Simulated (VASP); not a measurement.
# SnO2 (Cassiterite) (P4_2/mnm) in VASP: further runs

Runs on SnO2 (Cassiterite). Level: PBE. Tasks: band structure.

All numbers are computed with VASP 6.6.1; they aren't measurements. Logs are shortened: lines on timing, memory, paths and dates and some standing lists are left out, and cuts for length are marked.

### 1 The crystal as given

Symmetry: P4_2/mnm, No. 136, tetragonal system. The conventional cell has a = 4.738 Å, b = 4.738 Å, c = 3.187 Å, α = 90.00°, β = 90.00°, γ = 90.00°. Sn (site symmetry mmm) has 6 O at 2.05 to 2.06 Å as nearest neighbours. Around O (site symmetry m2m) lie 3 Sn at 2.05 to 2.06 Å.

### 2 Band structure, PBE

POSCAR reads:

```
SnO2
1.0
    4.7380000000      0.0000000000      0.0000000000
    0.0000000000      4.7380000000      0.0000000000
    0.0000000000      0.0000000000      3.1865000000
Sn O
2 4
Direct
    0.5000000000      0.5000000000      0.5000000000
    0.0000000000      0.0000000000      0.0000000000
    0.8071000000      0.1929000000      0.5000000000
    0.6929000000      0.6929000000      0.0000000000
    0.1929000000      0.8071000000      0.5000000000
    0.3071000000      0.3071000000      0.0000000000
```

INCAR.step1 reads:

```
PREC = Accurate ; ENCUT = 520
EDIFF = 1E-6 ; ISMEAR = -1
SIGMA = 0.05 ; LREAL = F
LASPH = T ; NELM = 60
ALGO = Normal ; ISIF = 2
LWAVE = F ; LCHARG = T
GGA = PE
```

KPOINTS.step1 reads:

```
Automatic mesh
0
Gamma
  6 6 8
```

INCAR.step2 reads:

```
PREC = Accurate ; ENCUT = 520
EDIFF = 1E-6 ; ISMEAR = 0
SIGMA = 0.05 ; LREAL = F
LASPH = T ; NELM = 60
ALGO = Normal ; ISIF = 2
LWAVE = F ; LCHARG = F
GGA = PE ; ICHARG = 11
```

KPOINTS.step2 reads:

```
path GXMGZRAZ,XR,MA
15
line-mode
reciprocal
 0.0000000000  0.0000000000  0.0000000000  G
 0.0000000000  0.5000000000  0.0000000000  X

 0.0000000000  0.5000000000  0.0000000000  X
 0.5000000000  0.5000000000  0.0000000000  M

 0.5000000000  0.5000000000  0.0000000000  M
 0.0000000000  0.0000000000  0.0000000000  G

 0.0000000000  0.0000000000  0.0000000000  G
 0.0000000000  0.0000000000  0.5000000000  Z

 0.0000000000  0.0000000000  0.5000000000  Z
 0.0000000000  0.5000000000  0.5000000000  R

 0.0000000000  0.5000000000  0.5000000000  R
 0.5000000000  0.5000000000  0.5000000000  A

 0.5000000000  0.5000000000  0.5000000000  A
 0.0000000000  0.0000000000  0.5000000000  Z

 0.0000000000  0.5000000000  0.0000000000  X
 0.0000000000  0.5000000000  0.5000000000  R

 0.5000000000  0.5000000000  0.0000000000  M
 0.5000000000  0.5000000000  0.5000000000  A
```

Potentials or basis: VASP PAW PBE potentials, release 64 (Sn_d, O).

On the command line:

```console
> cat potpaw_PBE.64/Sn_d/POTCAR potpaw_PBE.64/O/POTCAR > POTCAR
> cp INCAR.step1 INCAR
> cp KPOINTS.step1 KPOINTS
> mpirun -np 1 vasp_std > vasp.out
> cp INCAR.step2 INCAR
> cp KPOINTS.step2 KPOINTS
> mpirun -np 1 vasp_std > vasp.out
```

OUTCAR:

```text
PREC = Accurate
   ENCUT = 520
   EDIFF = 1E-6
   ISMEAR = 0
   LREAL = F
   LASPH = T
   NELM = 60
   ISIF = 2
   GGA = PE
   ICHARG = 11

 ion  position               nearest neighbor table
   1  0.500  0.500  0.500-   4 2.05   6 2.05   4 2.05   6 2.05   5 2.06   3 2.06   2 3.71   2 3.71
                             2 3.71   2 3.71   2 3.71   2 3.71   2 3.71   2 3.71
   2  0.000  0.000  0.000-   3 2.05   5 2.05   3 2.05   5 2.05   4 2.06   6 2.06   1 3.71   1 3.71
                             1 3.71   1 3.71   1 3.71   1 3.71   1 3.71   1 3.71
   3  0.807  0.193  0.500-   2 2.05   2 2.05   1 2.06
   4  0.693  0.693  0.000-   1 2.05   1 2.05   2 2.06
   5  0.193  0.807  0.500-   2 2.05   2 2.05   1 2.06
   6  0.307  0.307  0.000-   1 2.05   1 2.05   2 2.06

  LATTYP: Found a simple tetragonal cell.
 ALAT       =     4.7380000000
 C/A-ratio  =     0.6725411566

  Lattice vectors:

 A1 = (   4.7380000000,   0.0000000000,   0.0000000000)
 A2 = (   0.0000000000,   4.7380000000,   0.0000000000)
 A3 = (   0.0000000000,   0.0000000000,   3.1865000000)

Analysis of symmetry for initial positions (statically):
=====================================================================
 Subroutine PRICEL returns:
 Original cell was already a primitive cell.

 Routine SETGRP: Setting up the symmetry group for a
 simple tetragonal supercell.

 Subroutine GETGRP returns: Found 16 space group operations
 (whereof  8 operations were pure point group operations)
 out of a pool of 16 trial point group operations.

The static configuration has the point symmetry D_2h.
 The point group associated with its full space group is D_4h.

Analysis of symmetry for dynamics (positions and initial velocities):
=====================================================================
 Subroutine PRICEL returns:
 Original cell was already a primitive cell.

 Routine SETGRP: Setting up the symmetry group for a
 simple tetragonal supercell.

 Subroutine GETGRP returns: Found 16 space group operations
 (whereof  8 operations were pure point group operations)
 out of a pool of 16 trial point group operations.

The dynamic configuration has the point symmetry D_2h.
 The point group associated with its full space group is D_4h.

 Subroutine INISYM returns: Found 16 space group operations
 (whereof  8 operations are pure point group operations),
 and found     1 'primitive' translations

----------------------------------------------------------------------------------------

                                     Primitive cell

  volume of cell :      71.5326

  direct lattice vectors                    reciprocal lattice vectors
     4.738000000  0.000000000  0.000000000     0.211059519  0.000000000  0.000000000
     0.000000000  4.738000000  0.000000000     0.000000000  0.211059519  0.000000000
     0.000000000  0.000000000  3.186500000     0.000000000  0.000000000  0.313823945

  length of vectors
     4.738000000  4.738000000  3.186500000     0.211059519  0.211059519  0.313823945

  position of ions in fractional coordinates (direct lattice)
     0.500000000  0.500000000  0.500000000
     0.000000000  0.000000000  0.000000000
     0.807100000  0.192900000  0.500000000
     0.692900000  0.692900000  0.000000000
     0.192900000  0.807100000  0.500000000
     0.307100000  0.307100000  0.000000000

  ion indices of the primitive-cell ions
   primitive index   ion index
                 1           1
                 2           2
                 3           3
                 4           4
                 5           5
                 6           6

----------------------------------------------------------------------------------------

 KPOINTS: path GXMGZRAZ,XR,MA

Interpolating k-points between supplied coordinates.

 Line segments in fractional coordinates (reciprocal lattice):
    0.000000  0.000000  0.000000  ...  0.000000  0.500000  0.000000
    0.000000  0.500000  0.000000  ...  0.500000  0.500000  0.000000
    0.500000  0.500000  0.000000  ...  0.000000  0.000000  0.000000
    0.000000  0.000000  0.000000  ...  0.000000  0.000000  0.500000
    0.000000  0.000000  0.500000  ...  0.000000  0.500000  0.500000
    0.000000  0.500000  0.500000  ...  0.500000  0.500000  0.500000
    0.500000  0.500000  0.500000  ...  0.000000  0.000000  0.500000
    0.000000  0.500000  0.000000  ...  0.000000  0.500000  0.500000
    0.500000  0.500000  0.000000  ...  0.500000  0.500000  0.500000

 Generated    15 points on each line segment, for a total of    135 k-points:

 Following reciprocal coordinates:
            Coordinates               Weight
  0.000000  0.000000  0.000000      0.007407
  0.000000  0.035714  0.000000      0.007407
  0.000000  0.071429  0.000000      0.007407
  0.000000  0.107143  0.000000      0.007407
  0.000000  0.142857  0.000000      0.007407
  0.000000  0.178571  0.000000      0.007407
[... 16 lines left out ...]
  0.250000  0.500000  0.000000      0.007407
  0.285714  0.500000  0.000000      0.007407
 [... further k-points ...]
   k-points           NKPTS =    135   k-points in BZ     NKDIM =    135   number of bands    NBANDS=     31
   number of dos      NEDOS =    301   number of ions     NIONS =      6
   total plane-waves  NPLWV =  31104
   dimension x,y,z NGX =    36 NGY =   36 NGZ =   24
   dimension x,y,z NGXF=    72 NGYF=   72 NGZF=   48
   ions per type =               2   4
   NGX,Y,Z   is equivalent  to a cutoff of  12.63, 12.63, 12.52 a.u.
   NGXF,Y,Z  is equivalent  to a cutoff of  25.26, 25.26, 25.04 a.u.
 SYSTEM =  unknown system
   PREC   = accura    normal or accurate (medium, high low for compatibility)
   ISTART =      0    job   : 0-new  1-cont  2-samecut
   ICHARG =     11    charge: 1-file 2-atom 10-const
   ISPIN  =      1    spin polarized calculation?
   LNONCOLLINEAR =      F non collinear calculations
   LSORBIT =      F    spin-orbit coupling
   LASPH  =      T    aspherical Exc in radial PAW
   ENCUT  =  520.0 eV  38.22 Ry    6.18 a.u.   8.81  8.81  5.92*2*pi/ulx,y,z
   NELM   =     60;   NELMIN=  2; NELMDL=  0     # of ELM steps
   EDIFF  = 0.1E-05   stopping-criterion for ELM
   LREAL  =      F    real-space projection
   EDIFFG = 0.1E-04   stopping-criterion for IOM
   NSW    =      0    number of steps for IOM
   IBRION =     -1    ionic relax: 0-MD 1-quasi-New 2-CG
   NFREE  =      0    steps in history (QN), initial steepest desc. (CG)
   ISIF   =      2    stress and relaxation
   ISYM   =      2    0-nonsym 1-usesym 2-fastsym
   POTIM  = 0.5000    time-step for ionic-motion
   TEBEG  =    0.0;   TEEND  =   0.0 temperature during run
   PSTRESS=    0.0 pullay stress
   NELECT =      52.0000    total number of electrons
   NUPDOWN=      -1.0000    fix difference up-down
   EMIN   =  10.00;   EMAX   =-10.00  energy-range for DOS
   EFERMI =   0.00;   METHOD = LEGACY
   ISMEAR =     0;   SIGMA  =   0.05  broadening in eV -4-tet -1-fermi 0-gaus
   EFERMI_NEDOS =   21; number of points for ismear=-14 and -15
   IALGO  =     38    algorithm
   IMIX   =      4    mixing-type and parameters
     AMIX     =   0.40;   BMIX     =  1.00
     AMIX_MAG =   1.60;   BMIX_MAG =  1.00
  volume/ion in A,a.u.               =      11.92        80.45
  Fermi-wavevector in a.u.,A,eV,Ry     =   1.472000  2.781677 29.480903  2.166785
  Thomas-Fermi vector in A             =   2.587068
   LORBIT       =      0    0 simple, 1 ext, 2 COOP (PROOUT), +10 PAW based schemes
   GGA     = PE    functional components
   LHFCALC =     F    Hartree Fock is set to
   AEXX    =    0.0000 exact exchange contribution
   IVDW    =     0    specifies the selected vdW correction
   LEPSILON=     F    determine dielectric tensor
   LRPA    =     F    only Hartree local field effects (RPA)
 non-spin polarized calculation
 Gauss-broadening in eV      SIGMA  =   0.05
  energy-cutoff  :      520.00
  volume of cell :       71.53
 maximum number of plane-waves:      1992
 NGX is ok and might be reduce to    36

 number of electron      51.9999993 magnetization

 Free energy of the ion-electron system (eV)
  ---------------------------------------------------
  ext. energy  EPLUGINS =         0.00000000
  ---------------------------------------------------
  free energy    TOTEN  =       -36.78559558 eV

  energy without entropy =      -36.78559558  energy(sigma->0) =      -36.78559558

 E-fermi :   6.4339     XC(G=0): -11.2575

 val. band max:        6.1435056674   @ k =   0.0000   0.0000   0.0000
 cond. band min:       7.4158564697   @ k =   0.0000   0.0000   0.0000
 fundamental gap:      1.2723508023
 Fermi energy:         6.4338800713

 k-point     1 :       0.0000    0.0000    0.0000
  band No.  band energies     occupation
      1     -14.9690      2.00000
      2     -14.1855      2.00000
      3     -13.8953      2.00000
      4     -13.8886      2.00000
      5     -13.8886      2.00000
      6     -13.8015      2.00000
[... 23 lines left out ...]
     30      12.4933      0.00000
     31      16.6329      0.00000

 k-point     2 :       0.0000    0.0357    0.0000
  band No.  band energies     occupation
      1     -14.9670      2.00000
      2     -14.1876      2.00000
      3     -13.8953      2.00000
      4     -13.8885      2.00000
      5     -13.8885      2.00000
      6     -13.8037      2.00000
[... 23 lines left out ...]
     30      12.5129      0.00000
     31      16.6460      0.00000

 k-point     3 :       0.0000    0.0714    0.0000
  band No.  band energies     occupation
      1     -14.9611      2.00000
      2     -14.1939      2.00000
      3     -13.8953      2.00000
      4     -13.8883      2.00000
      5     -13.8883      2.00000
      6     -13.8099      2.00000
[... 23 lines left out ...]
     30      12.5603      0.00000
     31      16.6847      0.00000

 k-point     4 :       0.0000    0.1071    0.0000
  band No.  band energies     occupation
      1     -14.9512      2.00000
      2     -14.2049      2.00000
      3     -13.8953      2.00000
      4     -13.8879      2.00000
      5     -13.8879      2.00000
      6     -13.8193      2.00000
[... 635 lines left out ...]
     30      13.4125      0.00000
     31      17.0708      0.00000

 k-point    23 :       0.2500    0.5000    0.0000
  band No.  band energies     occupation
      1     -14.6618      2.00000
      2     -14.6618      2.00000
      3     -13.8863      2.00000
      4     -13.8863      2.00000
      5     -13.8804      2.00000
      6     -13.8804      2.00000
[... 23 lines left out ...]
     30      13.4618      0.00000
     31      17.0693      0.00000

 k-point    24 :       0.2857    0.5000    0.0000
  band No.  band energies     occupation
      1     -14.6724      2.00000
      2     -14.6724      2.00000
      3     -13.8874      2.00000
      4     -13.8874      2.00000
      5     -13.8778      2.00000
      6     -13.8778      2.00000
[... 23 lines left out ...]
     30      13.5103      0.00000
     31      17.0742      0.00000

 [... further k-points ...]
[... 5 lines left out ...]
  --------------------------------------------------------------------------------------
  -------------------------------------------------------------------------------------
  Total        4.6712752      4.6712752      6.9831458      0.0000000      0.0000000      0.0000000
  in kB      104.6265737    104.6265737    156.4075300      0.0000000      0.0000000      0.0000000
  external PRESSURE =     121.8868925 kB  Pullay stress =       0.0000000 kB

 VOLUME and BASIS-vectors are now :
 -----------------------------------------------------------------------------
  energy-cutoff  :      520.00
  volume of cell :       71.53
      direct lattice vectors                 reciprocal lattice vectors
     4.738000000  0.000000000  0.000000000     0.211059519  0.000000000  0.000000000
     0.000000000  4.738000000  0.000000000     0.000000000  0.211059519  0.000000000
     0.000000000  0.000000000  3.186500000     0.000000000  0.000000000  0.313823945

 POSITION                                       TOTAL-FORCE (eV/Angst)
 -----------------------------------------------------------------------------------
      2.36900      2.36900      1.59325         0.000000      0.000000      0.000000
      0.00000      0.00000      0.00000         0.000000      0.000000      0.000000
      3.82404      0.91396      1.59325        -0.259424      0.259424      0.000000
      3.28296      3.28296      0.00000         0.259424      0.259424      0.000000
      0.91396      3.82404      1.59325         0.259424     -0.259424      0.000000
      1.45504      1.45504      0.00000        -0.259424     -0.259424      0.000000
 -----------------------------------------------------------------------------------
    total drift:                                0.000000      0.000000      0.000000

  FREE ENERGIE OF THE ION-ELECTRON SYSTEM (eV)
  ---------------------------------------------------
  free  energy   TOTEN  =       -36.7855955808 eV

  energy  without entropy=      -36.7855955808  energy(sigma->0) =      -36.78559558
```

It took 3 min on 1 thread of AMD EPYC 7R13 (Zen 3), shared host; peak memory 0.3 GiB.

Results:

| Property | Result |
| --- | --- |
| Band gap on the k mesh | 1.27 eV, direct |
| Band gap along the path | 1.27 eV, direct |

Levels at the corners of the path, in eV from the valence-band top:
```csv
point,band 22,band 23,band 24,band 25,band 26,band 27,band 28,band 29,band 30,band 31
Γ,-1.23,-1.23,-0.78,-0.78,0.00,1.27,6.15,6.35,6.35,10.49
X,-1.95,-1.19,-1.19,-0.64,-0.64,4.44,4.44,7.09,7.09,10.97
X,-1.95,-1.19,-1.19,-0.64,-0.64,4.44,4.44,7.09,7.09,10.97
M,-1.96,-1.31,-1.31,-0.90,-0.90,4.84,4.84,7.53,7.53,11.01
M,-1.96,-1.31,-1.31,-0.90,-0.90,4.84,4.84,7.53,7.53,11.01
Γ,-1.23,-1.23,-0.78,-0.78,0.00,1.27,6.15,6.35,6.35,10.49
Γ,-1.23,-1.23,-0.78,-0.78,0.00,1.27,6.15,6.35,6.35,10.49
Z,-2.59,-1.66,-1.66,-1.26,-1.26,6.23,6.23,9.78,9.78,10.79
Z,-2.59,-1.66,-1.66,-1.26,-1.26,6.23,6.23,9.78,9.78,10.72
R,-1.73,-1.10,-1.10,-0.70,-0.70,6.51,6.51,8.07,8.07,11.06
R,-1.73,-1.10,-1.10,-0.70,-0.70,6.51,6.51,8.07,8.07,11.06
A,-2.43,-0.97,-0.97,-0.84,-0.84,4.92,4.92,8.88,8.88,11.06
A,-2.43,-0.97,-0.97,-0.84,-0.84,4.92,4.92,8.88,8.88,11.06
Z,-2.59,-1.66,-1.66,-1.26,-1.26,6.23,6.23,9.78,9.78,10.74
X,-1.95,-1.19,-1.19,-0.64,-0.64,4.44,4.44,7.09,7.09,10.97
R,-1.73,-1.10,-1.10,-0.70,-0.70,6.51,6.51,8.07,8.07,11.06
M,-1.96,-1.31,-1.31,-0.90,-0.90,4.84,4.84,7.53,7.53,11.01
A,-2.43,-0.97,-0.97,-0.84,-0.84,4.92,4.92,8.88,8.88,11.06
```

Caveat: the log is that of the step along the path at fixed density, whose energy, stress, charges and moments have no meaning; spin-orbit coupling is left out, which moves the levels of the heavy elements. PBE gaps usually lie below the measured ones, often by a third to a half.

(Part 1 of 2 ends here.)
